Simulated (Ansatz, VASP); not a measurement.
HfO2 in VASP and in Ansatz

Contents of INCAR:

```
  PREC = Accurate
  ENCUT = 520
  EDIFF = 1E-6
  ISMEAR = 0
  SIGMA = 0.05
  LREAL = F
  LASPH = T
  NELM = 80
  ALGO = Normal
  ISIF = 2
  LWAVE = F
  LCHARG = T
  GGA = PS
  LELF = T
  LVHAR = T
  NBANDS = 18
```

KPOINTS

```
regular mesh
0
Gamma
  8 8 8
```

POSCAR

```
HfO2
1.0
    0.0000000000      2.4935625000      2.6853750000
    2.4935625000      0.0000000000      2.6853750000
    2.4935625000      2.4935625000      0.0000000000
Hf O
1 2
Direct
    0.0000000000      0.0000000000      0.0000000000
    0.2500000000      0.2500000000      0.2500000000
    0.7500000000      0.7500000000      0.7500000000
```

Input for Ansatz:

```yaml
crystal:
  lattice:
    - [0.0, 2.4935625, 2.685375]
    - [2.4935625, 0.0, 2.685375]
    - [2.4935625, 2.4935625, 0.0]
  atoms:
    - { symbol: Hf, position: [0.0, 0.0, 0.0] }
    - { symbol: O, position: [0.25, 0.25, 0.25] }
    - { symbol: O, position: [0.75, 0.75, 0.75] }
basis:
  ecutwfc: 420
kpoints:
  mp_grid: { grid: [8, 8, 8] }
hamiltonian:
  xc: pbesol
scf:
  occupations: { method: gaussian, width: 0.05 }
output:
  forces: true
  stress: true
  eigenvalues: true
```

Change from the starting cell: strain -0.025 along x and y, +0.050 along z, atoms carried along.

Alike in both runs: task single point; functional PBEsol; k mesh 8 × 8 × 8; occupations gaussian, width 0.05 eV; no spin polarisation.

```csv
,VASP,Ansatz
version,VASP 6.6.1,Ansatz 0.2.0
potentials or method,"VASP PAW PBE potentials, release 64 (Hf_pv, O)","scalar-relativistic, plane waves, PAW"
plane-wave cutoff (eV),520,420
valence electrons in the cell,22,38
```

Ansatz gave:

- gap on the k mesh at the Fermi level (eV): 2.76
- least direct gap on the mesh (eV): 3.07
- pressure (GPa): -9.6
- largest component of the traceless stress (GPa): 22.33

Question: What did VASP give for the same quantities?

Answer: gap on the k mesh at the Fermi level (eV): 2.76; least direct gap on the mesh (eV): 3.08; pressure (GPa): -12.9; largest component of the traceless stress (GPa): 22.71.

The two sets of potentials don't hold the same shells in valence.

Caveats: the PAW data sets were made with another functional, which shifts forces and pressure a little (VASP); spin-orbit coupling is left out, which moves the levels of the heavy elements. A k mesh can miss the band edges.
